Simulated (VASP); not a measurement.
Wanted: the native input for a VASP 6.6.1 run.

```
Task                   : single point
Functional             : PBEsol
Potentials or basis    : VASP PAW PBE potentials, release 64 (Pb_d, S)
Cutoff                 : 520 eV
k mesh                 : 15 × 15 × 14
Occupations            : gaussian, width 0.15 eV
Spin                   : no spin polarisation
Dipole correction      : no
Further INCAR settings : ALGO = Fast; EDIFF = 1e-07; NBANDS = 17
```

The structure of PbS lies in POSCAR:

```
PbS
1.0
    4.3173596730      0.0000000000      0.0000000000
   -2.1586798365      3.7389431541      0.0000000000
    0.0000000000      0.0000000000      3.3991870767
Pb S
1 1
Direct
    0.0000000000      0.0000000000      0.0000000000
    0.6666666667      0.3333333333      0.5000000000
```

Measurements of this composition are mostly on another form, of space group No. 225.

These files were run (other wordings do the same):

INCAR

```
SYSTEM = PbS
  PREC = Accurate
  ENCUT = 520
  EDIFF = 1E-7
  ISMEAR = 0
  SIGMA = 0.15
  LREAL = .FALSE.
  LASPH = .TRUE.
  NELM = 100
  ALGO = Fast
  ISIF = 2
  LWAVE = .FALSE.
  LCHARG = .FALSE.
  GGA = PS
  NBANDS = 17
```

KPOINTS

```
regular mesh
0
G
  15 15 14
  0 0 0
```

Potentials or basis: VASP PAW PBE potentials, release 64 (Pb_d, S).

Launch:

```console
$ cat potpaw_PBE.64/Pb_d/POTCAR potpaw_PBE.64/S/POTCAR > POTCAR
$ mpirun -np 1 vasp_std > vasp.out
```

Results of the run:

```yaml
Pressure: -1.0 GPa
Band_gap_on_the_k_mesh: none (metal or under the smearing width)
```

Caveat: the PAW data sets were made with another functional, which shifts forces and pressure a little.

It took 4.1 min on 1 thread of Intel(R) Xeon(R) Platinum 8375C CPU @ 2.90GHz (Ice Lake), on a shared host, peak memory 0.32 GiB.
